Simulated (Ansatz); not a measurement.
Fitting the PBEsol energy curve of Sn

```cif
data_structure
_symmetry_space_group_name_H-M 'Im-3m'
_symmetry_Int_Tables_number 229
_cell_length_a 3.7893
_cell_length_b 3.7893
_cell_length_c 3.7893
_cell_angle_alpha 90.000
_cell_angle_beta 90.000
_cell_angle_gamma 90.000
_cell_volume 54.41
loop_
_atom_site_label
_atom_site_type_symbol
_atom_site_symmetry_multiplicity
_atom_site_Wyckoff_symbol
_atom_site_fract_x
_atom_site_fract_y
_atom_site_fract_z
_atom_site_occupancy
Sn1 Sn 2 a 0.00000 0.00000 0.00000 1
```

This isn't the form of Sn at room conditions, which is tetragonal (white tin).

The cell was scaled at fixed shape and fractions and run with Ansatz, all-electron LAPW, scalar-relativistic; PBEsol, k mesh 10 × 10 × 10 on the cell of 1 atom, fermi-dirac occupations of 0.05 eV, no spin polarisation, no spin-orbit coupling. Energies are those that the program minimises, any entropy of the smearing included. For a metal such a mesh isn't converged to the digits shown.

| V (Å³/atom) | energy over the lowest row (meV/atom) |
| --- | --- |
| 25.5727 | 0.96 |
| 26.1168 | 0.00 |
| 26.6609 | ? |
| 27.2050 | 8.63 |
| 27.7491 | 17.38 |
| 28.2932 | 28.65 |
| 28.8373 | 42.16 |

Task: Fit the third-order Birch-Murnaghan form, give V0, B0 and B′, and predict the energy left open.

Result: With y = (V0/V)^(2/3), E = E0 + (9 V0 B0/16) [(y - 1)³ B′ + (y - 1)² (6 - 4y)]. Least squares through the rows shown give V0 = 25.9772 Å³/atom, E0 = -0.11 meV, B0 = 52.81 GPa (1 eV/Å³ = 160.218 GPa) and B′ = 4.89, with a largest miss of 0.02 meV. At V = 26.6609 the form with these constants gives 2.71 meV; the run gave 2.71 meV an atom.
